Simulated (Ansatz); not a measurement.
InSb built on the zincblende prototype: a single-point calculation in the PAW code Ansatz (HSE06). The cell was relaxed with r2SCAN and then strained (epitaxial +3.0 % in the xy plane, free normal strain -3.28 %), with the atoms relaxed again with r2SCAN; k points keep the names of the unstrained zone.

```yaml
crystal:
  lattice:
    - [0.0, 3.3778984092, 3.1718515037]
    - [3.3778984092, 0.0, 3.1718515037]
    - [3.3778984092, 3.3778984092, 0.0]
  atoms:
    - { symbol: In, position: [0.0, 0.0, 0.0] }
    - { symbol: Sb, position: [0.25, 0.25, 0.25] }
kpoints:
  mp_grid: { grid: [4, 4, 4] }
  band_path:
    path:
      - [0.0, 0.0, 0.0]
      - [-0.5, -0.5, 0.0]
      - [-0.375, -0.375, 0.25]
      - [-0.375, 0.0, 0.375]
      - [0.0, 0.0, 0.5]
      - [-0.5, -0.25, 0.25]
      - [-0.029297, 0.0, -0.029297]
    npoints: 1
hamiltonian:
  xc: hse06
scf:
  occupations: { method: fermi_dirac, width: 0.02 }
  n_extra_bands: 4
output:
  forces: true
  stress: true
  eigenvalues: true
```

In the abridged output below, numbers in square brackets stand for lines, or ends of lines, that were taken out.
```
scf.n_extra_bands = 4 over 14 filled bands (N_el = 28.0): the run solves 18 bands
Functional definition: HSE06
Crystal: 2 atoms, lattice volume = 72.383 Å³
[1]
Symmetry: 8 space group operations
Space group: I-4m2 (ITA 119)
k-points: 13 of 64 (time reversal used)
Exchange kernel: α = 0.2500, screened, ω = 0.2079 Å⁻¹, Wigner–Seitz truncation, v(0) = 1041.3117 eV·Å³, q-mesh 4×4×4
hybrid outer 1: dexx = +7.175e-3 eV, tail = 4.16e-5 eV
hybrid outer 2: dexx = +3.568e-7 eV, tail = 6.96e-9 eV, Δε = 3.18e-3 eV
hybrid SCF converged: 2 outer / 10 inner (+4 warm-up)
Free energy (F): -12090.749086 eV
Internal energy: -12090.749023 eV  (E = F + TS)
E sigma→0 (E₀):  -12090.749054 eV
Entropy (-TS):   -0.000063 eV (-0.031 meV/atom)
[2]
--- Stress (GPa, compression-positive) ---
       -1.329168       0.000000       0.000000
        0.000000      -1.329168       0.000000
        0.000000       0.000000       0.227631
  P = ⅓ Tr σ = -0.8102 GPa (-8.102 kbar)
--- Band table (eV; the first three rows and the last of 13) ---
[3]
```

The rows of the band table are 0: (0, 0, 0) = Γ, 1: (0, 0, 1/4), 2: (0, 0, -1/2) = L, 12: (-1/2, -1/2, 0) = X.

Q: Fill in the blanks. They hold the Fermi energy and the band table, cutoff and plane waves at Γ.

A:
```
[1]
Basis set: ecut = 420 eV, 1411 PW (Γ)
[2]
Fermi energy:    6.432341 eV
[3]
  k-point 0: bands = […, -9.9821, -9.9684, -5.0588, 6.1898, 6.1898, 6.3377, 6.5270, 9.8134, 9.9542, 9.9542]
  k-point 1: bands = […, -9.9830, -9.9678, -4.5137, 2.5811, 5.5620, 5.8838, 7.5907, 10.5883, 10.6198, 11.6197]
  k-point 2: bands = […, -9.9826, -9.9658, -3.6933, 0.5052, 5.1070, 5.5031, 7.2563, 10.5987, 10.9632, 13.1541]
  k-point 12: bands = […, -10.0001, -9.9603, -2.9748, 0.3548, 3.8395, 3.8395, 7.8858, 8.0576, 15.1655, 15.1655]
```
The trailing digits, and the zero of the energies, depend on the potentials and thresholds.

The HSE06 gap is indirect, 0.04 eV (k = (-0.029, 0, -0.029) to Γ), below the direct gap of 0.19 eV at Γ. (With 0.02 eV of smearing so small a gap leaves both edges partly filled, and it could close between the points sampled.) Edges are sought over the mesh and the listed points. With the atoms held, the mean pressure is -0.8 GPa (compression positive). (The program warns that its thresholds are loose for a hybrid's stress.)

Run as `ansatz run input.yaml --threads 2 --pin off --max-ram 2211MiB --backend cpu --events-out ev --progress --plain --runs-dir out`.

Q: It ran on 2 threads of Arm Neoverse N1 (shared host), load about 0.7 per core. About how long did it take, and what peak of host memory did it reach?

A: About 73 s, with a peak of 1 GiB.

The values are computed, spin-unpolarised, and not measurements.

Spin-orbit coupling is left out, which matters wherever the heavy atoms make up the band edges.

The meshes of the hybrids are coarse, so their gaps aren't converged to the digits shown.
